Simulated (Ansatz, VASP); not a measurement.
**BaTe: VASP beside Ansatz**

```xyz
2
Lattice="0.0000 3.4100 3.4100 3.4100 0.0000 3.4100 3.4100 3.4100 0.0000" Properties=species:S:1:pos:R:3 pbc="T T T"
Ba   -0.0009   -0.0387    0.0102
Te    3.4344    3.4498    3.4255
```

Change from the starting cell: atoms moved at random, drawn with an rms of 0.05 Å.

Alike in both runs: task single point; functional PBE; k mesh 7 × 7 × 7; occupations fermi-dirac, width 0.05 eV; no spin polarisation.

|  | VASP | Ansatz |
| --- | --- | --- |
| version | VASP 6.6.1 | Ansatz 0.2.0 |
| potentials or method | VASP PAW PBE potentials, release 64 (Ba_sv, Te) | Ansatz PAW |
| plane-wave cutoff (eV) | 520 | 420 |
| valence electrons in the cell | 16 | 26 |

Ansatz gave:

```
gap on the k mesh at the Fermi level (eV)       : 1.49
least direct gap on the mesh (eV)               : 1.83
pressure (GPa)                                  : 3.9
largest component of the traceless stress (GPa) : 0.17
rms of the force components (eV/Å)              : 0.141
```

Q: What did VASP give for the same quantities?

A: gap on the k mesh at the Fermi level (eV): 1.40; least direct gap on the mesh (eV): 1.77; pressure (GPa): 4.3; largest component of the traceless stress (GPa): 0.18; rms of the force components (eV/Å): 0.148.

Atom by atom the forces differ by 0.007 eV/Å (rms over components). The two sets of potentials don't hold the same shells in valence.

Caveats: spin-orbit coupling is left out, which moves the levels of the heavy elements; an odd mesh through Γ misses points on the zone boundary, where band edges often lie (VASP); odd divisions of the mesh miss points on the zone boundary, where band edges often lie, so the gap on the mesh can be too wide (Ansatz).
